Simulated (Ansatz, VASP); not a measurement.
Ga: VASP beside Ansatz

INCAR

```
ALGO = Normal
EDIFF = 1E-7
ENCUT = 520
GGA = PE
ISIF = 2
ISMEAR = 0
LASPH = True
LCHARG = True
LELF = True
LREAL = False
LVHAR = True
LWAVE = False
NBANDS = 20
NELM = 100
PREC = Accurate
SIGMA = 0.1
```

KPOINTS

```
k-points
0
Gamma
  8 8 6
```

POSCAR

```
Ga
1.0
    1.3830000000     -4.0265000000      0.0000000000
    1.3830000000      4.0265000000      0.0000000000
   -0.1174500000      0.0000000000      3.3299300000
Ga
2
Direct
    0.8690000000      0.1310000000      0.2500000000
    0.1310000000      0.8690000000      0.7500000000
```

Input for Ansatz:

```yaml
crystal:
  lattice:
    - [1.383, -4.0265, 0.0]
    - [1.383, 4.0265, 0.0]
    - [-0.11745, 0.0, 3.32993]
  atoms:
    - { symbol: Ga, position: [0.869, 0.131, 0.25] }
    - { symbol: Ga, position: [0.131, 0.869, 0.75] }
basis:
  ecutwfc: 420
kpoints:
  mp_grid: { grid: [8, 8, 6] }
hamiltonian:
  xc: pbe
scf:
  occupations: { method: gaussian, width: 0.1 }
output:
  forces: true
  stress: true
  eigenvalues: true
```

This isn't the form of Ga at room conditions, which is orthorhombic.

Alike in both runs: task single point; functional PBE; k mesh 8 × 8 × 6; occupations gaussian, width 0.1 eV; no spin polarisation.

```csv
,VASP,Ansatz
version,VASP 6.6.1,Ansatz 0.2.0
potentials or method,"VASP PAW PBE potentials, release 64 (Ga_d)","scalar-relativistic, plane waves, PAW"
plane-wave cutoff (eV),520,420
valence electrons in the cell,26,26
```

Ansatz gave:

- gap on the k mesh at the Fermi level (eV): none
- pressure (GPa): 1.9
- largest component of the traceless stress (GPa): 1.86
- rms of the force components (eV/Å): 0.124

Q: Estimate VASP's values.

A: gap on the k mesh at the Fermi level (eV): none; pressure (GPa): 2.0; largest component of the traceless stress (GPa): 1.85; rms of the force components (eV/Å): 0.124.

Atom by atom the forces differ by 0.001 eV/Å (rms over components). A gap of «none» marks a metal or a gap that the smearing closes.
